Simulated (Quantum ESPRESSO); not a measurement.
# Dipole at the next field: 2H-MoS2, 1 layer

**Set-up.** Quantum ESPRESSO 7.5, PBE, GBRV ultrasoft; sawtooth field along the normal with dipole correction, ions clamped, threshold 1e-9 Ry; cell area 8.784 Å².

| field (V/Å) | dipole (e Å a cell) |
| --- | --- |
| 0 | 0.00002 |
| 0.1 | 0.02471 |
| 0.2 | 0.04947 |

One more run was made and is withheld. What is the dipole at 0.3 V/Å, and what electrostatic thickness 4πα/A follows from the rows?

**Worked estimate.** The slope is (0.04947 − (0.00002))/0.2 = 0.2472 e Å²/V, so 4πα/A = 180.95 × 0.2472/8.784 = 5.09 Å. Linear response gives p = 0.00002 + 0.2472 × (0.3) = 0.07419 e Å; a parabola through the three rows gives 0.07430.

What the calculation gave: p = 0.07428 e Å. The line misses by 0.1 % of the induced dipole and the parabola by 0.0 %. The response is linear over this range.

Caveats: Electrons alone respond; local and semilocal functionals tend to overscreen.
